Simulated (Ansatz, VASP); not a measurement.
# Ti in VASP and in Ansatz

File INCAR:

```
PREC = Accurate
ENCUT = 520
EDIFF = 1E-6
ISMEAR = 0
SIGMA = 0.2
LREAL = False
LASPH = True
NELM = 60
ALGO = Normal
ISIF = 2
LWAVE = False
LCHARG = True
LELF = True
LVHAR = True
NBANDS = 12
```

File KPOINTS:

```
regular mesh
0
Gamma
  10 10 10
```

File POSCAR:

```
Ti
1.0
    0.0000000000      1.9453164620      1.9453164620
    1.9453164620      0.0000000000      1.9453164620
    1.9453164620      1.9453164620      0.0000000000
Ti
1
Direct
    0.0000000000      0.0000000000      0.0000000000
```

Input for Ansatz:

```yaml
crystal:
  lattice:
    - [0.0, 1.94531646196749, 1.94531646196749]
    - [1.94531646196749, 0.0, 1.94531646196749]
    - [1.94531646196749, 1.94531646196749, 0.0]
  atoms:
    - { symbol: Ti, position: [0.0, 0.0, 0.0] }
basis:
  ecutwfc: 489.804952427784
  ecutrho_ratio: 8
kpoints:
  mp_grid:
    grid: [10, 10, 10]
hamiltonian:
  xc: lda
  pseudopotentials:
    kind: paw
scf:
  n_extra_bands: 2
  mixing:
    algorithm: anderson
    beta: 0.4
    ndim: 12
  occupations:
    method: gaussian
    width: 0.2
output:
  stress: true
```

This isn't the form of Ti at room conditions, which is hcp.

Alike in both runs: task single point; functional LDA; k mesh 10 × 10 × 10; occupations gaussian, width 0.2 eV; no spin polarisation.

|  | VASP | Ansatz |
| --- | --- | --- |
| version | VASP 6.6.1 | Ansatz 0.2.0 |
| potentials or method | VASP PAW LDA potentials, release 64 (Ti_sv) | plane waves, PAW |
| plane-wave cutoff (eV) | 520 | 490 |
| valence electrons in the cell | 12 | 12 |

Ansatz gave:

| Property | Result |
| --- | --- |
| pressure (GPa) | 12.1 |

Q: Estimate VASP's values.

A: Pressure (GPa): 11.8.
